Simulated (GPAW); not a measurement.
# Si2Ni (Fm-3m) in GPAW: further runs

Aim: see how the results for Si2Ni move with the level of theory and the settings. Levels: BLYP+D4, PBE, LDA, RPBE. Tasks: relaxation of cell and atoms, single point.

Program: GPAW 26.7.0. These are calculated values, not measurements. Logs are shortened: lines on timing, memory, paths and dates and some standing lists are left out, and cuts for length are marked. The log counts tension as positive stress, the text compression.

## Step 1: The crystal as given

It takes space group Fm-3m (No. 225, cubic). Conventional cell: a = 5.406 Å, b = 5.406 Å, c = 5.406 Å, α = 90.00°, β = 90.00°, γ = 90.00°. Ni (site symmetry m-3m) is surrounded by 8 Si at 2.34 Å. Si (site symmetry -43m) has 4 Ni at 2.34 Å as nearest neighbours.

## Step 2: Relaxation of cell and atoms, BLYP+D4, collinear spin, ferromagnetic start, target pressure 1 GPa, at which the enthalpy is minimised

The input, run.py:

```python
from ase import Atoms
from ase.calculators.mixing import SumCalculator
from ase.filters import FrechetCellFilter
from ase.io import write
from ase.optimize import BFGS
from ase.units import GPa
from dftd4.ase import DFTD4
from gpaw import GPAW, PW, setup_paths

setup_paths.insert(0, '.')

atoms = Atoms(['Ni', 'Si', 'Si'],
              cell=[[0.0, 2.703, 2.703],
                    [2.703, 0.0, 2.703],
                    [2.703, 2.703, 0.0]],
              scaled_positions=[[0.0, 0.0, 0.0],
                                [0.75, 0.75, 0.75],
                                [0.25, 0.25, 0.25]],
              pbc=True)
atoms.set_initial_magnetic_moments([1.0, 0.0, 0.0])

calc = GPAW(mode=PW(600),
            xc='BLYP',
            kpts={'size': (9, 9, 9), 'gamma': True},
            occupations={'name': 'fermi-dirac', 'width': 0.05},
            nbands=24,
            convergence={'density': 1e-05, 'forces': 0.0001},
            eigensolver='davidson',
            maxiter=150,
            txt='gpaw.txt')
atoms.calc = SumCalculator([calc, DFTD4(method='blyp')])
opt = BFGS(FrechetCellFilter(atoms, scalar_pressure=1 * GPa), trajectory='relax.traj', logfile='-')
done = opt.run(fmax=0.02, steps=100)
calc.write('gs.gpw')
write('result.traj', atoms)
print('Converged:', done)
print('Cell:', atoms.cell.cellpar().round(4))
print('Volume:', round(atoms.get_volume(), 4))
print(atoms.get_scaled_positions().round(5))
```

Potentials or basis: PAW data sets generated in the run's folder for this functional, pw.

Command:

```bash
> gpaw-setup -f BLYP Ni Si
> OMP_NUM_THREADS=1 python run.py
```

gpaw.txt:

```text
__  _  _
 | _ |_)|_||  |
 |__||  | ||/\| - 26.7.0

Input parameters:
  mode=PW(ecut=600.0),
  convergence={'density': 1e-05, 'forces': 0.0001},
  eigensolver=Davidson(niter=2),
  kpts=MonkhorstPack(size=(9, 9, 9), gamma=True),
  maxiter=150,
  nbands=24,
  occupations=Occupations(name='fermi-dirac', width=0.05),
  xc=XC(name='BLYP')

Diagonalizing LCAO Hamiltonian
Converting LCAO to pw mode

                    Si

           Si

       Ni

Atoms  # Å, Bohr magnetons
|   | symbol |        x |        y |        z |    initial magnetic moments |
|---|--------|----------|----------|----------|-----------------------------|
| 0 |     Ni | 0.000000 | 0.000000 | 0.000000 | ( 0.0000,  0.0000,  1.0000) |
| 1 |     Si | 4.054500 | 4.054500 | 4.054500 | ( 0.0000,  0.0000,  0.0000) |
| 2 |     Si | 1.351500 | 1.351500 | 1.351500 | ( 0.0000,  0.0000,  0.0000) |

Unit cell  # Å
| periodic |        x |        y |        z |  lengths |    angles |
|----------|----------|----------|----------|----------|-----------|
|      yes | 0.000000 | 2.703000 | 2.703000 | 3.822619 | 60.000000 |
|      yes | 2.703000 | 0.000000 | 2.703000 | 3.822619 | 60.000000 |
|      yes | 2.703000 | 2.703000 | 0.000000 | 3.822619 | 60.000000 |

Number of symmetries: 48
Symmetry operations  # r_c * U_cc + t_c -> r_c
|    | kind |            matrix            |
|----|------|------------------------------|
|  0 |  σ   |  1, 0, 0,  1, 0,-1,  1,-1, 0 |
|  1 |  C2  |  1, 0, 0,  1,-1, 0,  1, 0,-1 |
|  2 |  E   |  1, 0, 0,  0, 1, 0,  0, 0, 1 |
|  3 |  σ   |  1, 0, 0,  0, 0, 1,  0, 1, 0 |
|  4 |  C4  |  1, 0,-1,  1, 0, 0,  1,-1, 0 |
|  5 |  S6  |  1, 0,-1,  1,-1, 0,  1, 0, 0 |
|  6 |  σ   |  1, 0,-1,  0, 1,-1,  0, 0,-1 |
|  7 |  C3  |  1, 0,-1,  0, 0,-1,  0, 1,-1 |
|  8 |  S6  |  1,-1, 0,  1, 0, 0,  1, 0,-1 |
|  9 |  C4  |  1,-1, 0,  1, 0,-1,  1, 0, 0 |
| 10 |  C3  |  1,-1, 0,  0,-1, 1,  0,-1, 0 |
| 11 |  σ   |  1,-1, 0,  0,-1, 0,  0,-1, 1 |
| 12 |  σ   |  0, 1, 0,  1, 0, 0,  0, 0, 1 |
| 13 |  C4  |  0, 1, 0,  0, 1,-1, -1, 1, 0 |
| 14 |  C3  |  0, 1, 0,  0, 0, 1,  1, 0, 0 |
| 15 |  S6  |  0, 1, 0, -1, 1, 0,  0, 1,-1 |
| 16 |  C2  |  0, 1,-1,  1, 0,-1,  0, 0,-1 |
| 17 |  σ   |  0, 1,-1,  0, 1, 0, -1, 1, 0 |
| 18 |  S4  |  0, 1,-1,  0, 0,-1,  1, 0,-1 |
| 19 |  C4  |  0, 1,-1, -1, 1, 0,  0, 1, 0 |
| 20 |  C3  |  0, 0, 1,  1, 0, 0,  0, 1, 0 |
| 21 |  σ   |  0, 0, 1,  0, 1, 0,  1, 0, 0 |
| 22 |  S6  |  0, 0, 1,  0,-1, 1, -1, 0, 1 |
| 23 |  C4  |  0, 0, 1, -1, 0, 1,  0,-1, 1 |
| 24 |  S4  |  0, 0,-1,  1, 0,-1,  0, 1,-1 |
| 25 |  C3  |  0, 0,-1,  0, 1,-1,  1, 0,-1 |
| 26 |  C2  |  0, 0,-1,  0,-1, 0, -1, 0, 0 |
| 27 |  S6  |  0, 0,-1, -1, 0, 0,  0,-1, 0 |
| 28 |  S4  |  0,-1, 1,  1,-1, 0,  0,-1, 0 |
| 29 |  C4  |  0,-1, 1,  0, 0, 1, -1, 0, 1 |
| 30 |  C2  |  0,-1, 1,  0,-1, 0,  1,-1, 0 |
| 31 |  σ   |  0,-1, 1, -1, 0, 1,  0, 0, 1 |
| 32 |  C3  |  0,-1, 0,  1,-1, 0,  0,-1, 1 |
| 33 |  S6  |  0,-1, 0,  0, 0,-1, -1, 0, 0 |
| 34 |  S4  |  0,-1, 0,  0,-1, 1,  1,-1, 0 |
| 35 |  C2  |  0,-1, 0, -1, 0, 0,  0, 0,-1 |
| 36 |  C2  | -1, 1, 0,  0, 1, 0,  0, 1,-1 |
| 37 |  S6  | -1, 1, 0,  0, 1,-1,  0, 1, 0 |
| 38 |  S4  | -1, 1, 0, -1, 0, 1, -1, 0, 0 |
| 39 |  C3  | -1, 1, 0, -1, 0, 0, -1, 0, 1 |
| 40 |  S6  | -1, 0, 1,  0, 0, 1,  0,-1, 1 |
| 41 |  C2  | -1, 0, 1,  0,-1, 1,  0, 0, 1 |
| 42 |  C3  | -1, 0, 1, -1, 1, 0, -1, 0, 0 |
| 43 |  S4  | -1, 0, 1, -1, 0, 0, -1, 1, 0 |
| 44 |  C2  | -1, 0, 0,  0, 0,-1,  0,-1, 0 |
| 45 |  i   | -1, 0, 0,  0,-1, 0,  0, 0,-1 |
| 46 |  σ   | -1, 0, 0, -1, 1, 0, -1, 0, 1 |
| 47 |  C2  | -1, 0, 0, -1, 0, 1, -1, 1, 0 |

BZ-sampling:
  Number of BZ points: 729
  Number of IBZ points: 35

  Monkhorst-Pack size: [9, 9, 9]
  Monkhorst-Pack shift: [0, 0, 0]

K-points  # in reciprocal-cell coordinates
|     |                                coordinates |     weight |
|-----|--------------------------------------------|------------|
|   0 | (  0.00000000,   0.00000000,   0.00000000) | 0.00137174 |
|   1 | (  0.11111111,   0.11111111,   0.00000000) | 0.00823045 |
|   2 | (  0.11111111,   0.11111111,   0.11111111) | 0.01097394 |
|   3 | (  0.22222222,   0.11111111,   0.11111111) | 0.01646091 |
|   4 | (  0.22222222,   0.22222222,   0.00000000) | 0.00823045 |
|   5 | (  0.22222222,   0.22222222,   0.11111111) | 0.03292181 |
|   6 | (  0.22222222,   0.22222222,   0.22222222) | 0.01097394 |
|   7 | (  0.33333333,   0.22222222,   0.11111111) | 0.03292181 |
|   8 | (  0.33333333,   0.22222222,   0.22222222) | 0.03292181 |
|   9 | (  0.33333333,   0.33333333,  -0.33333333) | 0.01646091 |
| ... |                                            |            |
|  34 | (  0.44444444,   0.44444444,   0.44444444) | 0.01097394 |

Plane wave coefficients: 1363
Cutoff: 600.0 eV

Spin-components: 2 (collinear spins)
Bands:           24
Projectors:      16
Spin-degeneracy: 1
Datatype:        complex128

Parallelization:
  kpt:    1
  domain: 1
  band:   1

Density:
  Valence electrons: 24.0
  Components: 2
  Grid points: [24 24 24]
  Charge: 0.0  # |e|

Potential:
  Grid points: [24 24 24]

species:
  Ni:
    name:    Nickel
    Z:       28.0
[... 218 lines left out ...]
|   0 | (  0.00000000,   0.00000000,   0.00000000) | 0.00137174 |
|   1 | (  0.11111111,   0.00000000,  -0.11111111) | 0.00823045 |
|   2 | (  0.11111111,   0.00000000,   0.00000000) | 0.00823045 |
|   3 | (  0.11111111,   0.11111111,  -0.11111111) | 0.00823045 |
|   4 | (  0.11111111,   0.11111111,   0.00000000) | 0.00823045 |
|   5 | (  0.11111111,   0.11111111,   0.11111111) | 0.00274348 |
|   6 | (  0.22222222,  -0.11111111,  -0.11111111) | 0.00823045 |
|   7 | (  0.22222222,   0.00000000,  -0.22222222) | 0.00823045 |
|   8 | (  0.22222222,   0.00000000,  -0.11111111) | 0.01646091 |
|   9 | (  0.22222222,   0.00000000,   0.00000000) | 0.00823045 |
| ... |                                            |            |
|  84 | (  0.44444444,   0.44444444,   0.44444444) | 0.00274348 |

Plane wave coefficients: 1363
Cutoff: 600.0 eV

Spin-components: 2 (collinear spins)
Bands:           24
Projectors:      16
Spin-degeneracy: 1
Datatype:        complex128

Parallelization:
  kpt:    1
  domain: 1
  band:   1

Density:
  Valence electrons: 24.0
  Components: 2
  Grid points: [24 24 24]
  Charge: 0.0  # |e|

Potential:
  Grid points: [24 24 24]

species:
  Ni:
    name:    Nickel
    Z:       28.0
    valence: 16
    core:    12
    charge:  0.0  # [|e|]
    compensation charges:
      type: gauss
      rc: 0.36  # [Å]
      lmax: 2
    cutoffs:
      filter: 2.14  # [Å]
      core: 1.98  # [Å]
    projectors
    | kind |    occ | energy [eV] | rcut [Å] |
    |------|--------|-------------|----------|
    |   4s |  2.000 |      -5.600 |    1.164 |
    |   3p |  6.000 |     -71.197 |    1.207 |
    |   4p |  0.000 |      -1.196 |    1.207 |
    |   3d |  8.000 |      -8.780 |    1.138 |
    |    s |        |      21.612 |    1.164 |
    |    d |        |      18.432 |    1.138 |

    Using partial waves for Ni as LCAO basis

  Si:
    name:    Silicon
    Z:       14.0
    valence: 4
    core:    10
    charge:  0.0  # [|e|]
    compensation charges:
      type: gauss
      rc: 0.33  # [Å]
      lmax: 2
    cutoffs:
      filter: 1.86  # [Å]
      core: 2.06  # [Å]
    projectors
    | kind |    occ | energy [eV] | rcut [Å] |
    |------|--------|-------------|----------|
    |   3s |  2.000 |     -10.683 |    1.058 |
    |   3p |  2.000 |      -3.928 |    1.058 |
    |    s |        |      16.528 |    1.058 |
    |    p |        |      23.284 |    1.058 |
    |    d |        |       0.000 |    1.058 |

    Using partial waves for Si as LCAO basis

Reference energy: -57159.071202  # eV

eigensolver:
  Davidson
  Converge bands: occupied
  niter=2

density mixing:
  MSR1-Mixer
  Pratt-step length: 0.05
  Maximum mixing coefficient: 0.75
  Old densities: 10
  SVD Regularization: 0.005
  Good broyden scale: 1.0
  Trust region scale: 1.0
  Backstep threshold: 4.0
  History deletion threshold: 6.0
  Fourier metric: weight=20.0, sigma=0.015

occupation numbers:
  Fermi-Dirac:
    width: 0.0500  # eV

poisson solver:
  ecut: 4800.0  # eV

xc functional:
  name: BLYP with 2 nearest neighbor stencil

convergence criteria:
- Maximum integral of absolute [dens]ity change: 1e-05 electrons / valence electron
- Maximum change in the atomic [forces] across last 2 cycles: 0.0001 eV/Ang OR
Maximum error relative to the maximum force is below inf
- Maximum [total energy] change in last 3 cyles: 0.0005 eV / valence electron
- Maximum integral of absolute [eigenst]ate change: 4e-08 eV^2 / valence electron
maximum number of iterations: 150

SCF iterations
|iter     | |      energy | eigst |  dens |force |  magmom |
|---------|-|-------------|-------|-------|------|---------|
|iter:   1| |  -16.712101 | +0.45 |       |      |  +0.0000|
|iter:   2| |  -16.347039 | -0.73 | -1.05 |      |  +0.0000|
|iter:   3| |  -15.967471 | -1.51 | -1.13 |      |  +0.0000|
|iter:   4| |  -15.886792 | -2.66 | -1.35 |      |  +0.0000|
|iter:   5| |  -15.880536 | -3.03 | -1.61 |      |  +0.0000|
|iter:   6| |  -15.882776c| -4.34 | -2.17 |      |  +0.0000|
|iter:   7| |  -15.884253c| -4.19 | -2.37 |      |  -0.0000|
|iter:   8| |  -15.884248c| -5.92 | -3.49 |      |  -0.0000|
|iter:   9| |  -15.884245c| -6.38 | -3.83 |      |  -0.0000|
|iter:  10| |  -15.884244c| -8.29c| -4.73 |      |  -0.0000|
|iter:  11| |  -15.884244c| -8.76c| -5.03c|      |  -0.0000|
|iter:  12| |  -15.884244c|-10.43c| -5.34c|-6.17c|  -0.0000|

Converged in 12 steps
Energy contributions relative to reference atoms: (reference = -57159.071202)

Energy contributions:
  Kinetic:          23.919446
  Coulomb:         -17.708704
  Zero:              0.009538
  External:          0.000000
  Xc:              -22.101382
  Entropy:          -0.006285
  Spinorbit:         0.000000
  ----------------------------
  Free energy:     -15.887387
  Extrapolated:    -15.884244

dipole moment: (-11.210191, -11.210191, -11.210191)  # |e|*Ang

Total magnetic moment: (0.000000, 0.000000, -0.000000)

Local magnetic moments
|        x |        y |         z |
|----------|----------|-----------|
| 0.000000 | 0.000000 | -0.000000 |  # Ni   0
| 0.000000 | 0.000000 |  0.000000 |  # Si   1
| 0.000000 | 0.000000 |  0.000000 |  # Si   2

Fermi level: 10.227
Eigenvalues  # (at kpt = [0.000, 0.000, 0.000])
| band index |      eig [eV] | occ [0-1] |      eig [eV] | occ [0-1] |
|------------|---------------|-----------|---------------|-----------|
|          0 |       -54.779 |     1.000 |       -54.779 |     1.000 |
|        ... |               |           |               |           |
|          2 |       -54.779 |     1.000 |       -54.779 |     1.000 |
|          3 |        -3.655 |     1.000 |        -3.655 |     1.000 |
|          4 |         4.955 |     1.000 |         4.955 |     1.000 |
|          5 |         4.955 |     1.000 |         4.955 |     1.000 |
|          6 |         4.955 |     1.000 |         4.955 |     1.000 |
|          7 |         6.641 |     1.000 |         6.641 |     1.000 |
[... 8 lines left out ...]
|         16 |        14.952 |     0.000 |        14.952 |     0.000 |
|         17 |        14.952 |     0.000 |        14.952 |     0.000 |
|        ... |               |           |               |           |
|         23 |        31.045 |     0.000 |        31.045 |     0.000 |

No gap
No difference between direct/indirect transitions

Stress tensor  # eV/Ang^3
|         x |         y |         z |
|-----------|-----------|-----------|
| -0.072470 |  0.000000 |  0.000000 |
|  0.000000 | -0.072470 |  0.000000 |
|  0.000000 |  0.000000 | -0.072470 |

Forces  # eV/Ang
|        x |        y |        z |
|----------|----------|----------|
|  0.00000 |  0.00000 | -0.00000 |  # Ni   0
|  0.00000 |  0.00000 |  0.00000 |  # Si   1
| -0.00000 | -0.00000 | -0.00000 |  # Si   2

# Writing to gs.gpw (mode='')
```

Run time: 3.2 min. Hardware: 1 thread of Arm Neoverse V1, shared host; peak memory 0.32 GiB.

What came out:

| Quantity | Value |
| --- | --- |
| Free energy | -18.5438 eV |
| Relaxed volume | 13.16 Å³/atom |
| Relaxed cell | a = 3.822 Å, b = 3.822 Å, c = 3.822 Å, α = 60.00°, β = 60.00°, γ = 60.00° |
| Space group after relaxing (to 0.05 Å) | Fm-3m (No. 225) |
| Energy change on relaxing (the enthalpy is what falls) | +0.0 meV/atom |
| Ionic steps | 2 |
| Pressure after relaxing | 0.8 GPa |
| Band gap on the k mesh | none (metal or under the smearing width) |
| Net moment | 0.00 μB per cell |
| Dispersion energy per atom | -0.885 eV |

Final structure:
```
CELL_PARAMETERS angstrom
0.00000 2.70273 2.70273
2.70273 0.00000 2.70273
2.70273 2.70273 0.00000
ATOMIC_POSITIONS crystal
Ni 0.00000 0.00000 0.00000
Si 0.75000 0.75000 0.75000
Si 0.25000 0.25000 0.25000
```

Caveat: each step starts from the last one's moments, so a moment once lost doesn't come back; the stock nickel data set gives pressures a few GPa off other programs; later steps reuse the first step's grids; pairwise dispersion overbinds metals, which lowers pressure and volume.

## Step 3: Single point, PBE, collinear spin, ferromagnetic start

The input, run.py:

```python
from ase.dft.bandgap import bandgap
from ase.io import read, write
from ase.units import GPa
from gpaw import GPAW, PW

atoms = read('POSCAR')
atoms.set_initial_magnetic_moments([1.0, 0.0, 0.0])

calc = GPAW(mode=PW(600),
            xc='PBE',
            kpts={'size': (9, 9, 9), 'gamma': True},
            occupations={'name': 'methfessel-paxton', 'order': 0, 'width': 0.028999999999999998},
            nbands=24,
            convergence={'density': 1e-05, 'energy': 1e-05},
            maxiter=150,
            txt='gpaw.txt')
atoms.calc = calc
energy = atoms.get_potential_energy()
forces = atoms.get_forces()
stress = atoms.get_stress()
calc.write('gs.gpw')
write('result.traj', atoms)
print(f'Energy: {energy:.6f} eV')
print('Forces (eV/A):')
print(forces.round(4))
print('Stress (GPa):', (stress / GPa).round(3))
print('Moments:', calc.get_magnetic_moments().round(3))
print('Fermi level:', round(calc.get_fermi_level(), 4), 'eV')
print(f'Gap: {bandgap(calc)[0]:.4f} eV, direct: {bandgap(calc, direct=True)[0]:.4f} eV')
```

The input, POSCAR:

```
Si2Ni
1.0
    0.0000000000      2.7030000000      2.7030000000
    2.7030000000      0.0000000000      2.7030000000
    2.7030000000      2.7030000000      0.0000000000
Ni Si
1 2
Direct
    0.0000000000      0.0000000000      0.0000000000
    0.7500000000      0.7500000000      0.7500000000
    0.2500000000      0.2500000000      0.2500000000
```

Potentials or basis: GPAW PAW data sets (gpaw-data 1.2.1), pw.

Command:

```bash
> OMP_NUM_THREADS=1 python run.py
```

Wall time 64 s (1 thread of Arm Neoverse V1, shared host); peak memory 0.2 GiB.

The run converged. Its results:

```
Free energy            : -19.1192 eV
Pressure               : 5.3 GPa
Band gap on the k mesh : none (metal or under the smearing width)
Net moment             : 0.00 μB per cell
```

Levels at points of the mesh, in eV from the Fermi level:
Spin up:
```
           k point  band 9  band 10  band 11  band 12  band 13  band 14  band 15  band 16
(0.00, 0.00, 0.00)   -3.59    -0.39     1.72     1.72     1.72     2.16     2.16     2.16
```
Spin down:
```tsv
k point	band 9	band 10	band 11	band 12	band 13	band 14	band 15	band 16
(0.00, 0.00, 0.00)	-3.59	-0.39	1.72	1.72	1.72	2.16	2.16	2.16
```

Caveat: the stock nickel data set gives pressures a few GPa off other programs.

## Step 4: Single point, PBE, collinear spin, ferromagnetic start

Changes to run.py since step 3:

```diff
@@ -5,3 +5,3 @@
 
-atoms = read('POSCAR')
+atoms = read('Si2Ni.xyz')
 atoms.set_initial_magnetic_moments([1.0, 0.0, 0.0])
@@ -11,3 +11,3 @@
             kpts={'size': (9, 9, 9), 'gamma': True},
-            occupations={'name': 'methfessel-paxton', 'order': 0, 'width': 0.028999999999999998},
+            occupations={'name': 'methfessel-paxton', 'order': 0, 'width': 0.03},
             nbands=24,
```

The input, Si2Ni.xyz:

```xyz
3
Lattice="0.0000000000 2.7030000000 2.7030000000 2.7030000000 0.0000000000 2.7030000000 2.7030000000 2.7030000000 0.0000000000" Properties=species:S:1:pos:R:3 pbc="T T T"
Ni     0.0000000000      0.0000000000      0.0000000000
Si     4.0545000000      4.0545000000      4.0545000000
Si     1.3515000000      1.3515000000      1.3515000000
```

Potentials or basis: GPAW PAW data sets (gpaw-data 1.2.1), pw.

Command:

```bash
> OMP_NUM_THREADS=1 python run.py
```

gpaw.txt:

```text
__  _  _
 | _ |_)|_||  |
 |__||  | ||/\| - 26.7.0

Input parameters:
  mode=PW(ecut=600.0),
  convergence={'density': 1e-05, 'energy': 1e-05},
  kpts=MonkhorstPack(size=(9, 9, 9), gamma=True),
  maxiter=150,
  nbands=24,
  occupations=Occupations(name='methfessel-paxton', order=0, width=0.03),
  xc=XC(name='PBE')

Diagonalizing LCAO Hamiltonian
Converting LCAO to pw mode

                    Si

           Si

       Ni

Atoms  # Å, Bohr magnetons
|   | symbol |        x |        y |        z |    initial magnetic moments |
|---|--------|----------|----------|----------|-----------------------------|
| 0 |     Ni | 0.000000 | 0.000000 | 0.000000 | ( 0.0000,  0.0000,  1.0000) |
| 1 |     Si | 4.054500 | 4.054500 | 4.054500 | ( 0.0000,  0.0000,  0.0000) |
[... 228 lines left out ...]

Local magnetic moments
|        x |        y |         z |
|----------|----------|-----------|
| 0.000000 | 0.000000 | -0.000003 |  # Ni   0
| 0.000000 | 0.000000 |  0.000001 |  # Si   1
| 0.000000 | 0.000000 |  0.000001 |  # Si   2

Fermi level: 9.772
Eigenvalues  # (at kpt = [0.000, 0.000, 0.000])
| band index |      eig [eV] | occ [0-1] |      eig [eV] | occ [0-1] |
|------------|---------------|-----------|---------------|-----------|
|          0 |       -55.343 |     1.000 |       -55.343 |     1.000 |
|        ... |               |           |               |           |
|          2 |       -55.343 |     1.000 |       -55.343 |     1.000 |
|          3 |        -4.192 |     1.000 |        -4.192 |     1.000 |
|          4 |         4.490 |     1.000 |         4.490 |     1.000 |
|          5 |         4.490 |     1.000 |         4.490 |     1.000 |
|          6 |         4.490 |     1.000 |         4.490 |     1.000 |
|          7 |         6.178 |     1.000 |         6.178 |     1.000 |
[... 8 lines left out ...]
|         16 |        14.406 |     0.000 |        14.406 |     0.000 |
|         17 |        14.406 |     0.000 |        14.406 |     0.000 |
|        ... |               |           |               |           |
|         23 |        30.666 |     0.000 |        30.666 |     0.000 |

No gap
No difference between direct/indirect transitions

Forces  # eV/Ang
|        x |        y |       z |
|----------|----------|---------|
| -0.00000 | -0.00000 | 0.00000 |  # Ni   0
|  0.00000 |  0.00000 | 0.00000 |  # Si   1
|  0.00000 | -0.00000 | 0.00000 |  # Si   2

Stress tensor  # eV/Ang^3
|         x |         y |         z |
|-----------|-----------|-----------|
| -0.033023 |  0.000000 | -0.000000 |
|  0.000000 | -0.033023 |  0.000000 |
| -0.000000 |  0.000000 | -0.033023 |

# Writing to gs.gpw (mode='')
```

Wall time 63 s (1 thread of Arm Neoverse V1, shared host); peak memory 0.2 GiB.

Results:

| Property | Result |
| --- | --- |
| Free energy | -19.1192 eV |
| Pressure | 5.3 GPa |
| Band gap on the k mesh | none (metal or under the smearing width) |
| Net moment | 0.00 μB per cell |

Caveat: the stock nickel data set gives pressures a few GPa off other programs.

[end of part 1 of 2]
